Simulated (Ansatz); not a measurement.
Recipe of this trial structure of C: random cell by space group and Wyckoff sites (P2/m, No. 10). The dimensions are guesses.

Space group P2/m (No. 10). a = 2.027 Å, b = 1.361 Å, c = 2.482 Å, α = 90.00°, β = 110.70°, γ = 90.00°
```json
{"atom": "C", "site": "1d", "symmetry": "2/m", "x": "0.5000", "y": "0.0000", "z": "0.0000"}
```

Level of theory: Ansatz 0.2.0, DFT PBE, scalar-relativistic, plane waves, PAW. Cutoff 420 eV, Gaussian smearing, Γ-centred meshes. Cell and atoms relax first on a coarse mesh and then on a finer one. In between, the cell is made exact in the group found at 0.06 Å. In metals the finer mesh still leaves noise of several meV/atom or more. The steps can't lower the symmetry of their start. No spin polarisation in the relaxation; trial moments died out in a coarse test.

A guess keeps its type if space group and coordination stay and the shape of the cell changes little (axis ratios within about 15 %, angles within 6°); the volume may change.

Task: Does this structure survive the relaxation?

Result: It doesn't keep its type. The symmetry goes from P2/m (No. 10) to P6/mmm (No. 191). The volume per atom grows by 234.4 %, from 6.4 to 21.4 Å³. The shortest distance goes from 1.36 Å (C–C) to 1.28 Å (C–C). Counting neighbours within 15 % of an atom's shortest distance, the start has C 2 and the end C 2. In detail, at the end C is surrounded by 2 C at 1.28 Å.

```
C
1.0
     4.39303    0.00000    0.00000
    -2.19652    3.80448    0.00000
     0.00000    0.00000    1.28163
C
1
Cartesian
  0.0000 0.0000 0.0000
```

Energies count from the standard state of C at the same level.

Task: At what energy does it end?

Result: +0.97 eV/atom. So it is a metastable form at best.

The last run used a 14×14×42 mesh (in the run's order of axes) for its 1-atom cell and Gaussian smearing of 0.10 eV. The end has Cmmm (No. 65) at a tolerance of 0.01 Å; the cell shown is made exact in the group found at 0.05 Å. Weakly bound directions are ill-defined at this level, which has no dispersion term. The reference form of C is held partly by dispersion forces, which this level lacks. A structure relaxed within its symmetry needn't be a true minimum. Another cell of C relaxed alike, in P6_3/mmc, lies 0.81 eV/atom lower, so this cell isn't the stable form at this level.
